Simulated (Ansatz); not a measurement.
Sb in Ansatz: convergence with n extra bands

The system is Sb.

```
Sb
1.0
     3.16000    0.00000    0.00000
     0.00000    3.16000    0.00000
     0.00000    0.00000    3.16000
Sb
1
Direct
  0.00000 0.00000 0.00000
```

This isn't the form of Sb at room conditions, which is rhombohedral.

```yaml
Program: Ansatz 0.2.0
Task: convergence study
Functional: r2SCAN
Potentials_or_basis: PseudoDojo stringent (PBE files)
Cutoff: 1361 eV
Density_cutoff: 5442 eV
k_mesh: 7 × 7 × 7
Occupations: fermi-dirac, width 0.05 eV
Spin: no spin polarisation
```

These are the settings of the first run; the series varies n extra bands, with any setting tied to it.

Hardware: 2 threads of Intel(R) Xeon(R) Processor @ 2.50GHz (Skylake/Cascade Lake) (shared host).

| n extra bands | energy less the tightest run, at zero smearing (meV/atom) | SCF cycles | CPU time (s) | peak memory (GiB) |
| --- | --- | --- | --- | --- |
| 1 | 0.00 | 6 | 13 | 0.5 |
| 2 | 0.00 | 6 | 11 | 0.5 |
| 4 | 0.00 | 6 | 12 | 0.51 |
| 8 | 0.00 | 6 | 14 | 0.51 |
| 16 | 0.00 | 6 | 16 | 0.51 |
| 32 | 0.00 | 6 | 21 | 0.53 |

Against the tightest run, the energy stays within 1 meV/atom from 1 on. The tightest run that finished is the yardstick and may itself not be fully converged.

Caveat, for the tightest run too: the meta-GGA runs on potentials made for a GGA. The run has no spin-orbit coupling, so splittings on Sb are missing.
